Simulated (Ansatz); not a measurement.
# Computed frozen-phonon scan: ZrO2 (baddeleyite type, space group P2_1/c)

ZrO₂ (baddeleyite type, space group P2_1/c)

```
CELL_PARAMETERS angstrom
      5.18987     0.00000     0.00000
      0.00000     5.24188     0.00000
     -0.90466     0.00000     5.30184
ATOMIC_POSITIONS crystal
  Zr 0.27576 0.04379 0.21002
  Zr 0.72424 0.54379 0.28998
  Zr 0.72424 0.95621 0.78998
  Zr 0.27576 0.45621 0.71002
  O  0.06497 0.32630 0.35005
  O  0.93503 0.82630 0.14995
  O  0.93503 0.67370 0.64995
  O  0.06497 0.17370 0.85005
  O  0.45100 0.75674 0.47552
  O  0.54900 0.25674 0.02448
  O  0.54900 0.24326 0.52448
  O  0.45100 0.74326 0.97552
```

A phonon eigenvector at Γ is frozen into this cell: atom i moves by Q times the vector below, so Q is the largest atomic displacement, in Å. The cell is held.

```tsv
atom	x	y	z
Zr1	-0.709	-0.021	-0.704
Zr2	0.709	-0.021	0.704
Zr3	-0.709	-0.021	-0.704
Zr4	0.709	-0.021	0.704
O5	0.209	0.062	0.242
O6	-0.209	0.062	-0.242
O7	0.209	0.062	0.242
O8	-0.209	0.062	-0.242
O9	0.039	0.058	0.005
O10	-0.039	0.058	-0.005
O11	0.039	0.058	0.005
O12	-0.039	0.058	-0.005
```

All values below come from PBE (plane waves to 420 eV, PAW, scalar-relativistic; Ansatz, a first-principles code). k mesh 5×5×5 (Γ-centred), Fermi-Dirac smearing 0.05 eV. The energy includes the smearing's −TS. Compression counts positive. ZrO2 is run without spin polarisation. ZrO2 was relaxed with its symmetry unable to fall. ΔE is measured from the undisplaced structure.

```tsv
Q (Å)	ΔE (eV/cell)	P (GPa)	−dE/dQ from forces (eV/Å)
-0.100	0.1868	0.83	3.745
-0.083	0.1296	0.58	3.116
-0.067	0.0829	0.37	2.491
-0.050	0.0466	0.21	1.866
-0.033	0.0207	0.09	1.243
-0.017	0.0052	0.02	0.622
0.000	0.0000	0.00	0.000
0.017	0.0052	0.02	-0.622
0.033	0.0207	0.09	-1.243
0.050	0.0466	0.21	-1.866
0.067	0.0829	0.37	-2.491
0.083	0.1296	0.58	-3.116
0.100	0.1868	0.83	-3.745
```

Key numbers:

The energy at Q = 0.100 Å comes out as 186.8 meV/cell. Space group of the distorted cell: P2_1 (No. 4), lowered from P2_1/c. Symmetry of the curve: even: the same for both signs. Shape of the curve: a single well with its minimum at or next to zero displacement. Harmonic wavenumber from the curvature (finite differences): 165 cm⁻¹. Wavenumber by perturbation theory (DFPT, on another k mesh): 165 cm⁻¹.

(A displaced cell: forces are minus the slopes of the energy, force constants its curvatures, and phonons follow from these.)
